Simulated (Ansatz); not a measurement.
Bulk crystal (ZnS) after relaxation:

```cif
data_structure
_symmetry_space_group_name_H-M 'F-43m'
_symmetry_Int_Tables_number 216
_cell_length_a 5.4431
_cell_length_b 5.4431
_cell_length_c 5.4431
_cell_angle_alpha 90.000
_cell_angle_beta 90.000
_cell_angle_gamma 90.000
_cell_volume 161.27
loop_
_atom_site_label
_atom_site_type_symbol
_atom_site_symmetry_multiplicity
_atom_site_Wyckoff_symbol
_atom_site_fract_x
_atom_site_fract_y
_atom_site_fract_z
_atom_site_occupancy
Zn1 Zn 4 a 0.00000 0.00000 0.00000 1
S1 S 4 c 0.25000 0.25000 0.25000 1
```

Miller indices refer to the conventional cell of F-43m (No. 216), a = 5.443 Å, b = 5.443 Å, c = 5.443 Å, α = 90.00°, β = 90.00°, γ = 90.00°. The bulk's gap is 2.02 eV.

Level of theory: Ansatz 0.2.0, DFT PBE, scalar-relativistic, plane waves, PAW. Cutoff 420 eV, Gaussian smearing of 0.05 eV, no spin polarisation. A dipole correction acts along the normal.

A relaxed slab with low-index faces, about a nanometre thick, has these properties:

* Surface energy (mean of both faces): 1.99 J/m²
* Gap of the slab on the mesh: 0.07 eV
* Dipole of the slab along +c, per cell: 0.24 e·Å

(1) Which low-index plane was cut, and which atoms end it?

An odd mesh misses points on the zone edge, so a gap read on it can be too wide. Gaps are read on the k points sampled, so a band crossing between them can be missed.

## Answers

(1) The (100) plane, with Zn in the top plane and S in the bottom one as cut, before relaxation. The planes from bottom to top: S, Zn, S, Zn, S, Zn, S, Zn, S, Zn.